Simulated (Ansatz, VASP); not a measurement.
## W: VASP beside Ansatz

```
W
1.0
     0.00000    2.05671    2.05671
     2.05671    0.00000    2.05671
     2.05671    2.05671    0.00000
W
1
Cartesian
  0.0000 0.0000 0.0000
```

This isn't the form of W at room conditions, which is bcc.

Alike in both runs: task single point; functional PBEsol; k mesh 12 × 12 × 12; occupations fermi-dirac, width 0.1 eV; no spin polarisation.

|  | VASP | Ansatz |
| --- | --- | --- |
| version | VASP 6.6.1 | Ansatz 0.2.0 |
| potentials or method | VASP PAW PBE potentials, release 64 (W_sv) | plane waves, PAW |
| plane-wave cutoff (eV) | 520 | 470 |
| valence electrons in the cell | 14 | 14 |

|  | VASP | Ansatz | Ansatz less VASP |
| --- | --- | --- | --- |
| pressure (GPa) | -21.3 | -21.7 | -0.34 |

Caveats: so large a pressure means that the cell lies far from this level's equilibrium, or that cutoff or potentials fall short (VASP); the potentials were made for another functional, which shifts forces and pressure (VASP). Spin-orbit coupling is left out, which matters for the levels of W.
